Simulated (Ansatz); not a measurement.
AgI (zincblende), relaxed with r2SCAN, was run in Ansatz under altered settings. All numbers are computed, without spin polarisation but where a row says otherwise.

```xyz
2
Lattice="0.0000 3.2886 3.2886 3.2886 0.0000 3.2886 3.2886 3.2886 0.0000" Properties=species:S:1:pos:R:3 pbc="T T T"
Ag    0.0000    0.0000    0.0000
I     1.6443    1.6443    1.6443
```

The base run's other keys:
```yaml
kpoints:
  mp_grid: { grid: [4, 4, 4] }
hamiltonian:
  xc: hse06
scf:
  occupations: { method: fixed }
  n_extra_bands: 4
```

It takes 11 iterations with 1411 plane waves at 420 eV and 8 k points, and leaves a mean stress of +0.61 GPa. The gap over this mesh is 2.506 eV.

Outcomes, with energy and stress as changes against the base:

| setting | outcome | ΔF (meV/atom) | Δ mean stress (GPa) | gap on the mesh (eV) | iterations |
| --- | --- | --- | --- | --- | --- |
| PBE hybrid, exx coeff 0.2, omega 0.1 1/Å | converged | – | 0.0 | 2.521 | 11 |
| PBE hybrid, exx coeff 0.4, omega 0.1 1/Å | converged | – | -0.1 | 3.755 | 17 |
| scf.exx.q_mesh: [3, 3, 3] | refused | – | – | – | – |
| basis.ecutwfc: 120 | converged, warned | +214314 | +35.1 | 1.686 | 16 |
| scf.occupations: gaussian 0.05 | converged | 0.0 | 0.0 | 2.506 | 11 |

A dash marks a value that wasn't obtained or can't be compared. Stress is positive in compression.

- PBE hybrid, exx coeff 0.2, omega 0.1 1/Å. That is 20 % exact exchange, screened with ω = 0.1 1/Å, against HSE06's 25 % screened at 0.208 1/Å. The mean stress moves by 0.0 GPa and the gap on the mesh by +0.015 eV (to 2.521). Totals of different functionals aren't comparable. The program warns that on this mesh the truncation of the exchange isn't bounded, so part of the change can be an error of the mesh.
- PBE hybrid, exx coeff 0.4, omega 0.1 1/Å. That is 40 % exact exchange, screened with ω = 0.1 1/Å, against HSE06's 25 % screened at 0.208 1/Å. The mean stress moves by -0.1 GPa and the gap on the mesh by +1.249 eV (to 3.755). Totals of different functionals aren't comparable. The program warns that on this mesh the truncation of the exchange isn't bounded, so part of the change can be an error of the mesh.
- scf.exx.q_mesh: [3, 3, 3]. The program doesn't start. Error: invalid value for `scf.exx.q_mesh`: must divide elementwise kpoints.mp_grid.grid
- basis.ecutwfc: 120. 181 plane waves in place of 1411. The free energy moves by +214314 meV an atom, the mean stress by +35.1 GPa and the gap on the mesh by -0.821 eV (to 1.686). The basis is too small: these are errors of the cutoff. Warned: cutoff below recommended, metallic iterate.

Within 1 meV an atom, 0.1 GPa and 0.005 eV of the base stay: scf.occupations: gaussian 0.05.

Spin-orbit coupling is left out, which matters wherever the heavy atoms make up the band edges.

The program warns that its thresholds are loose for a hybrid's stress.

The meshes of the hybrids are coarse, so their gaps aren't converged to the digits shown.
